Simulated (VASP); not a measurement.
Set up this calculation in VASP 6.6.1, as the native input.

```
Task                   : single point
Functional             : PBE
Potentials or basis    : VASP PAW PBE potentials, release 64 (Pb_d, O)
Cutoff                 : 520 eV
k mesh                 : 12 × 12 × 12
Occupations            : fermi-dirac, width 0.05 eV
Spin                   : no spin polarisation
Dipole correction      : no
Further INCAR settings : ALGO = Normal; EDIFF = 1e-06; NBANDS = 20
```

The structure of PbO2 lies in POSCAR:

```
PbO2
1.0
    0.0000000000      2.7019920000      2.7019920000
    2.7019920000      0.0000000000      2.7019920000
    2.7019920000      2.7019920000      0.0000000000
Pb O
1 2
Direct
    0.0000000000      0.0000000000      0.0000000000
    0.2500000000      0.2500000000      0.2500000000
    0.7500000000      0.7500000000      0.7500000000
```

The cell comes from a database or a generator and needn't be the stable form of this composition.

One way to write it, as run:

INCAR

```
ALGO = Normal ; EDIFF = 1E-6
ENCUT = 520 ; GGA = PE
ISIF = 2 ; ISMEAR = -1
LASPH = True ; LCHARG = True
LELF = True ; LREAL = False
LVHAR = True ; LWAVE = False
NBANDS = 20 ; NELM = 100
PREC = Accurate ; SIGMA = 0.05
```

KPOINTS

```
k-points
0
Gamma
  12 12 12
```

Potentials or basis: VASP PAW PBE potentials, release 64 (Pb_d, O).

Command:

```console
$ cat potpaw_PBE.64/Pb_d/POTCAR potpaw_PBE.64/O/POTCAR > POTCAR
$ mpirun -np 1 vasp_std > vasp.out
```

It gave:

```yaml
Pressure: 0.4 GPa
Band_gap_on_the_k_mesh: none (metal or under the smearing width)
```

Wall time 22 s on 1 thread of Intel(R) Xeon(R) 6975P-C (Granite Rapids), on a shared host, peak memory 0.19 GiB.
